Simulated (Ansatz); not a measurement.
RbBr (Fm-3m): the size of the finite step

```yaml
crystal:
  lattice:
    - [0.00000, 3.42492, 3.42492]
    - [3.42492, 0.00000, 3.42492]
    - [3.42492, 3.42492, 0.00000]
  atoms:
    - { symbol: Rb, position: [0.00000, 0.00000, 0.00000] }
    - { symbol: Br, position: [0.50000, 0.50000, 0.50000] }
```

Conventional cell: a = 6.850 Å, b = 6.850 Å, c = 6.850 Å, α = 90.00°, β = 90.00°, γ = 90.00°. Rb (atom 1) is surrounded by 6 Br at 3.42 Å. Br (atom 2) is surrounded by 6 Rb at 3.42 Å.

Level of theory, where no other is named: PBEsol, PAW on Ansatz 0.2.0's default frozen-core files (fitted under PBE), scalar-relativistic. k mesh 6×6×6, strains of ±0.005, fixed occupations, cutoff 420 eV. The cell was relaxed by PAW under this functional.

**Question.** Elastic constants come from stresses at strains of ±0.005 (two-point stencil): C11 = 32.9, C12 = 4.1, C44 = 4.0 GPa. What does an amplitude of 0.04 give?

**Answer.** C11 = 34.5, C12 = 4.1, C44 = 4.0 GPa. A large step picks up anharmonic terms.

Limits of these numbers: frozen-core PAW files fitted under PBE, their cores solved anew for the functional of the run.
